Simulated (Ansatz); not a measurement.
The elements of this relaxed crystal are hidden behind letters.

```
lattice vectors (Å)
   0.0000    2.7475    2.7475
   2.7475    0.0000    2.7475
   2.7475    2.7475    0.0000
fractional positions
X 0.0000 0.0000 0.0000
Z 0.5000 0.5000 0.5000
```

Level of theory: Ansatz 0.2.0, DFT PBE, scalar-relativistic, plane waves, PAW. Cutoff 420 eV, Γ-centred 12×12×12 mesh (2-atom cell), Gaussian smearing of 0.01 eV, no spin polarisation.

```
Space group                                 : Fm-3m (No. 225)
Conventional cell                           : a = 5.495 Å
Volume per atom                             : 20.74 Å³
Density                                     : 5.78 g/cm³
Energy over the elements                    : −0.524 eV/atom
Gap on the 12×12×12 mesh of the 2-atom cell : 0.26 eV
```

Energies are uncorrected and count from the elements' standard states at the same level.

Problem. X is a d-block element of period 5 and Z is a p-block element of period 3. Which elements are they?

Solution. X = Cd, Z = S, so the formula is CdS, here in the rock salt type. Density times volume gives a mean mass of 5.78 × 20.74/1.6605 = 72.2 u per atom, and this set has 72.2 u. Among the elements that the hints allow, noble gases aside, only these give it. Cd has 6 S at 2.75 Å; S is surrounded by 6 Cd at 2.75 Å.

Kohn–Sham gaps at this level usually fall short of measured ones. A structure relaxed within its symmetry needn't be a true minimum. Another cell of CdS relaxed alike, in P6_3mc (a cell as deposited in COD), lies 136 meV/atom lower, so this cell isn't the stable form at this level.
